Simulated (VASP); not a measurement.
# ZnAu (Pm-3m) in VASP: single point with PBE

Aim: the single point of ZnAu with PBE.

Program: VASP 6.6.1. These are calculated values, not measurements. Logs are shortened: lines on timing, memory, paths and dates and some standing lists are left out, and cuts for length are marked.

### 1 Starting point

It takes space group Pm-3m (No. 221, cubic). The conventional cell has a = 3.147 Å, b = 3.147 Å, c = 3.147 Å, α = 90.00°, β = 90.00°, γ = 90.00°. Zn (site symmetry m-3m) has 8 Au at 2.73 Å as nearest neighbours. Au (site symmetry m-3m) is surrounded by 8 Zn at 2.73 Å.

### 2 Single point, PBE

Input file INCAR:

```
ALGO = Fast
EDIFF = 1E-6
ENCUT = 520
GGA = PE
ISIF = 2
ISMEAR = 0
LASPH = T
LCHARG = T
LELF = T
LREAL = F
LVHAR = T
LWAVE = F
NBANDS = 18
NELM = 60
PREC = Accurate
SIGMA = 0.1
```

Input file KPOINTS:

```
k-points
0
Gamma
  6 6 6
```

Input file POSCAR:

```
ZnAu
1.0
    3.1470000000      0.0000000000      0.0000000000
    0.0000000000      3.1470000000      0.0000000000
    0.0000000000      0.0000000000      3.1470000000
Zn Au
1 1
Direct
    0.5000000000      0.5000000000      0.5000000000
    0.0000000000      0.0000000000      0.0000000000
```

Potentials or basis: VASP PAW PBE potentials, release 64 (Zn, Au).

Started as:

```console
$ cat potpaw_PBE.64/Zn/POTCAR potpaw_PBE.64/Au/POTCAR > POTCAR
$ mpirun -np 1 vasp_std > vasp.out
```

OUTCAR:

```text
EDIFF = 1E-6
   ENCUT = 520
   GGA = PE
   ISIF = 2
   ISMEAR = 0
   LASPH = T
   LREAL = F
   NELM = 60
   PREC = Accurate

 ion  position               nearest neighbor table
   1  0.500  0.500  0.500-   2 2.73   2 2.73   2 2.73   2 2.73   2 2.73   2 2.73   2 2.73   2 2.73

   2  0.000  0.000  0.000-   1 2.73   1 2.73   1 2.73   1 2.73   1 2.73   1 2.73   1 2.73   1 2.73

  LATTYP: Found a simple cubic cell.
 ALAT       =     3.1470000000

  Lattice vectors:

 A1 = (   3.1470000000,   0.0000000000,   0.0000000000)
 A2 = (   0.0000000000,   3.1470000000,   0.0000000000)
 A3 = (   0.0000000000,   0.0000000000,   3.1470000000)

Analysis of symmetry for initial positions (statically):
=====================================================================
 Subroutine PRICEL returns:
 Original cell was already a primitive cell.

 Routine SETGRP: Setting up the symmetry group for a
 simple cubic supercell.

 Subroutine GETGRP returns: Found 48 space group operations
 (whereof 48 operations were pure point group operations)
 out of a pool of 48 trial point group operations.

The static configuration has the point symmetry O_h .

Analysis of symmetry for dynamics (positions and initial velocities):
=====================================================================
 Subroutine PRICEL returns:
 Original cell was already a primitive cell.

 Routine SETGRP: Setting up the symmetry group for a
 simple cubic supercell.

 Subroutine GETGRP returns: Found 48 space group operations
 (whereof 48 operations were pure point group operations)
 out of a pool of 48 trial point group operations.

The dynamic configuration has the point symmetry O_h .

 Subroutine INISYM returns: Found 48 space group operations
 (whereof 48 operations are pure point group operations),
 and found     1 'primitive' translations

----------------------------------------------------------------------------------------

                                     Primitive cell

  volume of cell :      31.1667

  direct lattice vectors                    reciprocal lattice vectors
     3.147000000  0.000000000  0.000000000     0.317762949  0.000000000  0.000000000
     0.000000000  3.147000000  0.000000000     0.000000000  0.317762949  0.000000000
     0.000000000  0.000000000  3.147000000     0.000000000  0.000000000  0.317762949

  length of vectors
     3.147000000  3.147000000  3.147000000     0.317762949  0.317762949  0.317762949

  position of ions in fractional coordinates (direct lattice)
     0.500000000  0.500000000  0.500000000
     0.000000000  0.000000000  0.000000000

  ion indices of the primitive-cell ions
   primitive index   ion index
                 1           1
                 2           2

----------------------------------------------------------------------------------------

 KPOINTS: k-points

Automatic generation of k-mesh.
 Grid dimensions read from file:
 generate k-points for:    6    6    6

 Generating k-lattice:

  Cartesian coordinates                     Fractional coordinates (reciprocal lattice)
     0.052960491  0.000000000  0.000000000     0.166666667  0.000000000  0.000000000
     0.000000000  0.052960491  0.000000000     0.000000000  0.166666667  0.000000000
     0.000000000  0.000000000  0.052960491     0.000000000  0.000000000  0.166666667

  Length of vectors
     0.052960491  0.052960491  0.052960491

  Shift w.r.t. Gamma in fractional coordinates (k-lattice)
     0.000000000  0.000000000  0.000000000

 Subroutine IBZKPT returns following result:
 ===========================================

 Found     20 irreducible k-points:

 Following reciprocal coordinates:
            Coordinates               Weight
  0.000000  0.000000  0.000000      1.000000
  0.166667  0.000000  0.000000      6.000000
  0.333333  0.000000  0.000000      6.000000
  0.500000  0.000000  0.000000      3.000000
  0.166667  0.166667  0.000000     12.000000
  0.333333  0.166667  0.000000     24.000000
[... 12 lines left out ...]
  0.500000  0.500000  0.333333      6.000000
  0.500000  0.500000  0.500000      1.000000
   k-points           NKPTS =     20   k-points in BZ     NKDIM =     20   number of bands    NBANDS=     18
   number of dos      NEDOS =    301   number of ions     NIONS =      2
   total plane-waves  NPLWV =  13824
   dimension x,y,z NGX =    24 NGY =   24 NGZ =   24
   dimension x,y,z NGXF=    48 NGYF=   48 NGZF=   48
   ions per type =               1   1
   NGX,Y,Z   is equivalent  to a cutoff of  12.68, 12.68, 12.68 a.u.
   NGXF,Y,Z  is equivalent  to a cutoff of  25.36, 25.36, 25.36 a.u.
 SYSTEM =  unknown system
   PREC   = accura    normal or accurate (medium, high low for compatibility)
   ISTART =      0    job   : 0-new  1-cont  2-samecut
   ICHARG =      2    charge: 1-file 2-atom 10-const
   ISPIN  =      1    spin polarized calculation?
   LNONCOLLINEAR =      F non collinear calculations
   LSORBIT =      F    spin-orbit coupling
   LASPH  =      T    aspherical Exc in radial PAW
   ENCUT  =  520.0 eV  38.22 Ry    6.18 a.u.   5.85  5.85  5.85*2*pi/ulx,y,z
   NELM   =     60;   NELMIN=  2; NELMDL= -5     # of ELM steps
   EDIFF  = 0.1E-05   stopping-criterion for ELM
   LREAL  =      F    real-space projection
   EDIFFG = 0.1E-04   stopping-criterion for IOM
   NSW    =      0    number of steps for IOM
   IBRION =     -1    ionic relax: 0-MD 1-quasi-New 2-CG
   NFREE  =      0    steps in history (QN), initial steepest desc. (CG)
   ISIF   =      2    stress and relaxation
   ISYM   =      2    0-nonsym 1-usesym 2-fastsym
   POTIM  = 0.5000    time-step for ionic-motion
   TEBEG  =    0.0;   TEEND  =   0.0 temperature during run
   PSTRESS=    0.0 pullay stress
   NELECT =      23.0000    total number of electrons
   NUPDOWN=      -1.0000    fix difference up-down
   EMIN   =  10.00;   EMAX   =-10.00  energy-range for DOS
   EFERMI =   0.00;   METHOD = LEGACY
   ISMEAR =     0;   SIGMA  =   0.10  broadening in eV -4-tet -1-fermi 0-gaus
   EFERMI_NEDOS =   21; number of points for ismear=-14 and -15
   IALGO  =     68    algorithm
   IMIX   =      4    mixing-type and parameters
     AMIX     =   0.40;   BMIX     =  1.00
     AMIX_MAG =   1.60;   BMIX_MAG =  1.00
  volume/ion in A,a.u.               =      15.58       105.16
  Fermi-wavevector in a.u.,A,eV,Ry     =   1.479406  2.795672 29.778283  2.188642
  Thomas-Fermi vector in A             =   2.593568
   LORBIT       =      0    0 simple, 1 ext, 2 COOP (PROOUT), +10 PAW based schemes
   GGA     = PE    functional components
   LHFCALC =     F    Hartree Fock is set to
   AEXX    =    0.0000 exact exchange contribution
   IVDW    =     0    specifies the selected vdW correction
   LEPSILON=     F    determine dielectric tensor
   LRPA    =     F    only Hartree local field effects (RPA)
 non-spin polarized calculation
 RMM-DIIS sequential band-by-band and
 Gauss-broadening in eV      SIGMA  =   0.10
  energy-cutoff  :      520.00
  volume of cell :       31.17
 maximum number of plane-waves:       848
 NGX is ok and might be reduce to    24
   NGX = 11   NGY = 11   NGZ = 11

 number of electron      23.0000000 magnetization

 Free energy of the ion-electron system (eV)
  ---------------------------------------------------
  ext. energy  EPLUGINS =         0.00000000
  ---------------------------------------------------
  free energy    TOTEN  =        -4.68766647 eV

  energy without entropy =       -4.67737741  energy(sigma->0) =       -4.68252194

 E-fermi :   7.2138     XC(G=0): -12.3786

 val. band max:        6.6417425526   @ k =   0.3333   0.1667   0.0000
 cond. band min:       7.2478387726   @ k =   0.3333   0.1667   0.1667
 fundamental gap:      0.6060962200
 Fermi energy:         7.2138021060

 k-point     1 :       0.0000    0.0000    0.0000
  band No.  band energies     occupation
      1      -3.5222      2.00000
      2      -1.0288      2.00000
      3      -1.0288      2.00000
      4      -0.3350      2.00000
      5      -0.3350      2.00000
      6      -0.3350      2.00000
[... 10 lines left out ...]
     17      19.2282      0.00000
     18      25.4026      0.00000

 k-point     2 :       0.1667    0.0000    0.0000
  band No.  band energies     occupation
      1      -3.0358      2.00000
      2      -0.9248      2.00000
      3      -0.8923      2.00000
      4      -0.3397      2.00000
      5      -0.3397      2.00000
      6      -0.2963      2.00000
[... 10 lines left out ...]
     17      21.5611      0.00000
     18      24.9859      0.00000

 k-point     3 :       0.3333    0.0000    0.0000
  band No.  band energies     occupation
      1      -1.7228      2.00000
      2      -0.6893      2.00000
      3      -0.6266      2.00000
      4      -0.3421      2.00000
      5      -0.3421      2.00000
      6      -0.2159      2.00000
[... 10 lines left out ...]
     17      21.6720      0.00000
     18      21.7663      0.00000

 k-point     4 :       0.5000    0.0000    0.0000
  band No.  band energies     occupation
      1      -0.6433      2.00000
      2      -0.5515      2.00000
      3      -0.4226      2.00000
      4      -0.3390      2.00000
      5      -0.3390      2.00000
      6      -0.1742      2.00000
[... 10 lines left out ...]
     17      18.3074      0.00000
     18      18.5244      0.00000

 k-point     5 :       0.1667    0.1667    0.0000
  band No.  band energies     occupation
      1      -2.5805      2.00000
      2      -0.8426      2.00000
      3      -0.7681      2.00000
      4      -0.4122      2.00000
      5      -0.3376      2.00000
      6      -0.2434      2.00000
[... 10 lines left out ...]
     17      21.6161      0.00000
     18      22.0503      0.00000

 k-point     6 :       0.3333    0.1667    0.0000
  band No.  band energies     occupation
      1      -1.4667      2.00000
      2      -0.7110      2.00000
      3      -0.5184      2.00000
      4      -0.4478      2.00000
      5      -0.2620      2.00000
      6      -0.1904      2.00000
[... 10 lines left out ...]
     17      21.4436      0.00000
     18      21.8455      0.00000

 k-point     7 :       0.5000    0.1667    0.0000
  band No.  band energies     occupation
      1      -0.8163      2.00000
      2      -0.7263      2.00000
      3      -0.4349      2.00000
      4      -0.4222      2.00000
      5      -0.3236      2.00000
      6       0.4774      2.00000
[... 10 lines left out ...]
     17      19.0149      0.00000
     18      21.5598      0.00000

 k-point     8 :       0.3333    0.3333    0.0000
  band No.  band energies     occupation
      1      -1.2026      2.00000
      2      -0.8605      2.00000
      3      -0.5806      2.00000
      4      -0.4281      2.00000
      5      -0.2458      2.00000
      6       0.4096      2.00000
[... 10 lines left out ...]
     17      21.0732      0.00000
     18      21.5671      0.00000
[... 145 lines left out ...]
     17      19.3416      0.00000
     18      21.6487      0.00000

 k-point    16 :       0.5000    0.5000    0.1667
  band No.  band energies     occupation
      1      -1.0343      2.00000
      2      -0.9222      2.00000
      3      -0.6693      2.00000
      4      -0.6693      2.00000
      5      -0.0029      2.00000
      6       0.6974      2.00000
[... 10 lines left out ...]
     17      18.1650      0.00000
     18      19.4033      0.00000

 k-point    17 :       0.3333    0.3333    0.3333
  band No.  band energies     occupation
      1      -0.7826      2.00000
      2      -0.5993      2.00000
      3      -0.5993      2.00000
      4      -0.2834      2.00000
      5      -0.2834      2.00000
      6       0.2928      2.00000
[... 10 lines left out ...]
     17      16.0398      0.00000
     18      20.4254      0.00000

 k-point    18 :       0.5000    0.3333    0.3333
  band No.  band energies     occupation
      1      -0.8012      2.00000
      2      -0.6757      2.00000
      3      -0.5893      2.00000
      4      -0.3145      2.00000
      5      -0.1759      2.00000
      6       0.7275      2.00000
[... 10 lines left out ...]
     17      16.9308      0.00000
     18      18.2049      0.00000

 k-point    19 :       0.5000    0.5000    0.3333
  band No.  band energies     occupation
      1      -0.7293      2.00000
      2      -0.6415      2.00000
      3      -0.6415      2.00000
      4      -0.3598      2.00000
      5       0.0015      2.00000
      6       0.6955      2.00000
[... 10 lines left out ...]
     17      15.2213      0.00000
     18      15.2213      0.00000

 k-point    20 :       0.5000    0.5000    0.5000
  band No.  band energies     occupation
      1      -0.6044      2.00000
      2      -0.6044      2.00000
      3      -0.6044      2.00000
      4       0.0038      2.00000
      5       0.0038      2.00000
      6       0.6497      2.00000
[... 10 lines left out ...]
     17      12.9912      0.00000
     18      12.9912      0.00000

------------------------ aborting loop because EDIFF is reached ----------------------------------------

  FORCE on cell =-STRESS in cart. coord.  units (eV):
  Direction    XX          YY          ZZ          XY          YZ          ZX
  --------------------------------------------------------------------------------------
  -------------------------------------------------------------------------------------
  Total        1.0075266      1.0075266      1.0075266     -0.0000000      0.0000000     -0.0000000
  in kB       51.7936927     51.7936927     51.7936927     -0.0000000      0.0000000     -0.0000000
  external PRESSURE =      51.7936927 kB  Pullay stress =       0.0000000 kB

 VOLUME and BASIS-vectors are now :
 -----------------------------------------------------------------------------
  energy-cutoff  :      520.00
  volume of cell :       31.17
      direct lattice vectors                 reciprocal lattice vectors
     3.147000000  0.000000000  0.000000000     0.317762949  0.000000000  0.000000000
     0.000000000  3.147000000  0.000000000     0.000000000  0.317762949  0.000000000
     0.000000000  0.000000000  3.147000000     0.000000000  0.000000000  0.317762949

 POSITION                                       TOTAL-FORCE (eV/Angst)
 -----------------------------------------------------------------------------------
      1.57350      1.57350      1.57350         0.000000      0.000000      0.000000
      0.00000      0.00000      0.00000         0.000000      0.000000      0.000000
 -----------------------------------------------------------------------------------
    total drift:                                0.000000      0.000000     -0.000000

  FREE ENERGIE OF THE ION-ELECTRON SYSTEM (eV)
  ---------------------------------------------------
  free  energy   TOTEN  =        -4.6876664668 eV

  energy  without entropy=       -4.6773774063  energy(sigma->0) =       -4.68252194
```

Wall time 20 s (1 thread of AMD EPYC, shared host); peak memory 0.11 GiB.

Results:

```
Free energy            : -4.6877 eV
Pressure               : 5.2 GPa
Band gap on the k mesh : none (metal or under the smearing width)
```
